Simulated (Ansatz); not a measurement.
# CaS: energy against volume in PBE, exact exchange and the RPA

An exercise on one series of results from a longer session: the logs are not shown, and one member is left open.

Program: Ansatz 0.2.0. PBE orbitals, norm-conserving pseudopotentials, plane waves. The values are computed, spin-unpolarised, and not measurements.

## The system as given

The cell was relaxed beforehand with r2SCAN; volume changes: +0 %, -5 %, +5 %, -10 %, +10 %.

It is cubic, Fm-3m (No. 225); a = 5.696 Å in the conventional setting, 23.10 Å³ an atom. Around Ca lie 6 S at 2.85 Å; around S lie 6 Ca at 2.85 Å.

Coordinates:

```cif
data_structure
_symmetry_space_group_name_H-M 'Fm-3m'
_symmetry_Int_Tables_number 225
_cell_length_a 5.6959
_cell_length_b 5.6959
_cell_length_c 5.6959
_cell_angle_alpha 90.000
_cell_angle_beta 90.000
_cell_angle_gamma 90.000
_cell_volume 184.79
loop_
_atom_site_label
_atom_site_type_symbol
_atom_site_symmetry_multiplicity
_atom_site_Wyckoff_symbol
_atom_site_fract_x
_atom_site_fract_y
_atom_site_fract_z
_atom_site_occupancy
Ca1 Ca 4 a 0.00000 0.00000 0.00000 1
S1 S 4 b 0.50000 0.00000 0.00000 1
```

The first run:

Input file input.yaml:

```yaml
crystal:
  lattice:
    - [0.0, 2.8479335931, 2.8479335931]
    - [2.8479335931, 0.0, 2.8479335931]
    - [2.8479335931, 2.8479335931, 0.0]
  atoms:
    - { symbol: Ca, position: [0.0, 0.0, 0.0] }
    - { symbol: S, position: [0.5, 0.5, 0.5] }
kpoints:
  mp_grid: { grid: [4, 4, 4] }
hamiltonian:
  xc: pbe
  pseudopotentials: { kind: nc }
scf:
  occupations: { method: fixed }
output:
  rpa_energy:
    ecut_chi_ladder: [216, 242, 268, 297, 327]
    long_wavelength: optical_limit
basis:
  ecutwfc: 925.187132
```

Among the steps run: The unscaled cell; Volume -5 %; Volume +5 %; Volume -10 %; Volume +10 %.

One table of the session follows, with a row left open; its other results are not shown here.

It belongs to the step «The three curves». Energies in meV/atom from the unscaled cell:

```
volume (Å³/atom)   PBE  exact exchange  EXX+RPA  RPA correlation
          20.789  58.7           153.9     35.6           -118.4
          21.944     ?               ?        ?                ?
          23.099   0.0             0.0      0.0              0.0
          24.254   6.0           -29.5     20.0             49.5
          25.409  28.7           -36.2     54.0             90.1
```

Q: Estimate the row for volume (Å³/atom) = 21.944 from the others.

Worked estimate for «PBE». A straight line through the neighbours (20.789, 58.7) and (23.099, 0.0) gives 58.7 + (0.0 − 58.7) × (21.944 − 20.789) / (23.099 − 20.789) = 29.4; a parabola fitted to 3 rows on both sides gives 17.6.

As computed: PBE: 15.4; exact exchange: 58.5; EXX+RPA: 6.7; RPA correlation: -51.8. In «PBE» the line misses by +14.0 and the parabola by +2.2.
